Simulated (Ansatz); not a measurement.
**ZrO$_{2}$: strain energy, fitted**

ZrO$_{2}$, P4_2/nmc, a = 3.621 Å, c = 5.282 Å. This isn't the usual stable structure of the compound. Ansatz: PBE, PAW, 420 eV, Γ-centred 6×6×4 mesh on 6 atoms, Gaussian smearing 0.02 eV; no spin polarisation. Series: equal strain along all axes, cell held, atoms relaxed; x is the strain in per cent. y is the free energy over the unstrained cell, V0 = 11.544 Å³/atom.

| x (%) | y (meV/atom) |
| --- | --- |
| -4.5 | 135.31 |
| -3.0 | 56.70 |
| -1.5 | ? |
| 0.0 | 0.00 |
| 1.5 | 11.83 |
| 3.0 | 44.77 |
| 4.5 | 95.41 |

Task: Fit y = c2 x² + c3 x³ to the other rows, turn c2 into a modulus, and predict the missing energy.

Result: Least squares on the rows shown. y = 5.6864 x² − 0.21913 x³. In eV per unit strain² c2 is 56.86; the stiffness is B for this strain (E = 9/2 B V0 ε², shape held): 2 × 56.86 × 160.2 / (9 × 11.544) = 175 GPa. At x = -1.5 the fit asked for gives 13.53 meV/atom. The run gave 13.43 meV/atom, so the fit is 0.10 meV/atom too high, within the rms miss on the fitted rows (0.33 meV/atom).